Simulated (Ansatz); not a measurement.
The system is MnS.

```
CELL_PARAMETERS angstrom
0.00000 2.47346 2.47346
2.47346 0.00000 2.47346
2.47346 2.47346 0.00000
ATOMIC_POSITIONS crystal
Mn 0.00000 0.00000 0.00000
S 0.75000 0.75000 0.75000
```

The cell is a database's computed one.

* Program: Ansatz 0.2.0
* Task: single point
* Functional: PBEsol
* Potentials or basis: all-electron LAPW, scalar-relativistic
* Cutoff: 344 eV (chosen from the basis error)
* Basis error allowed: 0.001 eV/atom
* k mesh: 9 × 9 × 9
* Occupations: fermi-dirac, width 0.05 eV
* Spin: collinear spin, ferromagnetic start
* Starting moments: [4.0, 0.0] μB

On this cell: pressure -3.0 GPa; largest force zero by symmetry; net moment 0.24 μB per cell; site moments Mn +0.23; S -0.00 μB; band gap on the k mesh none (metal or under the smearing width).

The same run follows on a disturbed copy (atoms moved at random, drawn with an rms of 0.05 Å):

```
Mn S
1.0
     0.00000    2.47346    2.47346
     2.47346    0.00000    2.47346
     2.47346    2.47346    0.00000
Mn S
1 1
Cartesian
  -0.0059 0.0120 -0.0006
  3.6968 3.6845 3.6093
```

Q: What changes?

A: The energy (extrapolated to zero smearing) moves by +38.3 meV/atom; pressure -2.0 GPa; largest force 1.445 eV/Å; net moment -0.24 μB per cell; site moments Mn -0.23; S +0.00 μB; band gap on the k mesh none (metal or under the smearing width).

Forces in eV/Å, atoms in the order of the input:
```
Mn   0.093 -0.494 -1.355
S   -0.093  0.494  1.355
```

Stress tensor (GPa, compression positive):
```
-2.00 -7.62 -2.73
-7.62 -2.00  0.13
-2.73  0.13 -2.13
```

Caveats: the moment fell far below its start of 4 μB, so a state of higher moment may lie lower in energy; semilocal functionals often make such compounds metallic where correlation or magnetic order opens a gap, which also shifts bond lengths; the starting moments weren't kept.
